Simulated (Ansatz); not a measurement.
Cu: what a missing neighbour costs

These are results of DFT PBE, scalar-relativistic, plane waves, PAW in Ansatz, not measurements.

Cutoff 420 eV, Γ-centred meshes of like density (1×1×15 for the 6-atom cell), Gaussian smearing of 0.05 eV, energies at zero smearing and 0 K, each start's symmetry kept, no spin polarisation.

Bulk Cu (Fm-3m) has 12 nearest neighbours at 2.57 Å and a cohesive energy of 3.53 eV against the spin-polarised free atom. These structures stand in vacuum and were relaxed; neighbours count within 1.1 bulk bonds.

| start | atoms × neighbours | mean bond (Å) | energy over bulk (eV/atom) |
| --- | --- | --- | --- |
| [001] wire, 6 host atoms a period | 2×5, 1×6, 2×8, 1×10 | 2.48 | 0.84 |
| [001] wire, 7 host atoms a period | 1×6, 4×7, 1×8, 1×12 | 2.50 | 0.74 |

Compare two estimates without free parameters: bonds of fixed strength, and a band energy that grows as the square root of coordination.

With fixed bonds an atom with z neighbours loses E_coh(1 − z/12); in the second-moment picture the band narrows as √z and it loses E_coh(1 − √(z/12)). Averaged over the atoms, in eV:
| start | fixed bonds | square root | computed |
| --- | --- | --- | --- |
| [001] wire, 6 host atoms a period | 1.47 | 0.86 | 0.84 |
| [001] wire, 7 host atoms a period | 1.26 | 0.72 | 0.74 |

The rms misses are 0.58 and 0.02 eV. Fixed bonds overshoot every row: the bonds that remain grow stronger when neighbours are missing, which the square root captures in part, and the bonds shorten by up to 3 %. What is left over reflects bond lengths, electronic shells, hybridisation and moments, which neither estimate holds.

Each run keeps its start's symmetry and one magnetic start, so lower states can exist.

Cost: 2 runs of about 37 core-minutes in all, on Arm Neoverse V2 (shared hosts).

The thicker wire lies closer to bulk, as its higher average coordination requires. Both estimates reproduce that order, so it is the size of the energy cost that tells them apart. Metallic bonding is unsaturated: an atom that loses neighbours puts more bonding charge into the contacts it keeps, so the first bonds formed are worth more than the last.

The close match of the square root shouldn't be read as evidence for d-band cohesion. Copper's d shell is nearly full, its bonding and antibonding states are both occupied, and cohesion comes largely from the 4s electrons and their hybridisation with d and p states. The square root therefore serves here more as an effective measure of bond saturation than as a literal account of the band energy. Its errors also have opposite signs in the two wires, and it exaggerates the energy difference between them, which suggests some cancellation among the neglected terms. Two wires with similar average coordination can't establish the exponent for chains, surfaces or small clusters.
